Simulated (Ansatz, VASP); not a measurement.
# Cs in VASP and in Ansatz

Contents of INCAR:

```
PREC = Accurate
ENCUT = 520
EDIFF = 1E-6
ISMEAR = 0
SIGMA = 0.15
LREAL = F
LASPH = T
NELM = 100
ALGO = Fast
ISIF = 2
LWAVE = F
LCHARG = T
GGA = CA
LELF = T
LVHAR = T
NBANDS = 10
```

The input KPOINTS:

```
regular mesh
0
Gamma
  12 12 12
```

File POSCAR:

```
Cs
1.0
   -1.2483385740      3.4329310785      3.4329310785
    3.4329310785     -1.2483385740      3.4329310785
    3.4329310785      3.4329310785     -1.2483385740
Cs
1
Direct
    0.0000000000      0.0000000000      0.0000000000
```

Input for Ansatz:

```yaml
crystal:
  lattice:
    - [-1.248338574, 3.4329310785, 3.4329310785]
    - [3.4329310785, -1.248338574, 3.4329310785]
    - [3.4329310785, 3.4329310785, -1.248338574]
  atoms:
    - { symbol: Cs, position: [0.0, 0.0, 0.0] }
basis:
  ecutwfc: 420
kpoints:
  mp_grid: { grid: [12, 12, 12] }
hamiltonian:
  xc: lda
scf:
  occupations: { method: gaussian, width: 0.15 }
output:
  forces: true
  stress: true
  eigenvalues: true
```

Alike in both runs: task single point; functional LDA; k mesh 12 × 12 × 12; occupations gaussian, width 0.15 eV; no spin polarisation.

```csv
,VASP,Ansatz
version,VASP 6.6.1,Ansatz 0.2.0
potentials or method,"VASP PAW LDA potentials, release 64 (Cs_sv)","scalar-relativistic, plane waves, PAW"
plane-wave cutoff (eV),520,420
valence electrons in the cell,9,9
```

```csv
,VASP,Ansatz,Ansatz less VASP
gap on the k mesh at the Fermi level (eV),none,none,-
pressure (GPa),-0.3,-0.2,+0.01
largest component of the traceless stress (GPa),0.08,0.08,0.000
```

A gap of «none» marks a metal or a gap that the smearing closes.

Spin-orbit coupling is left out, which matters for the levels of Cs.
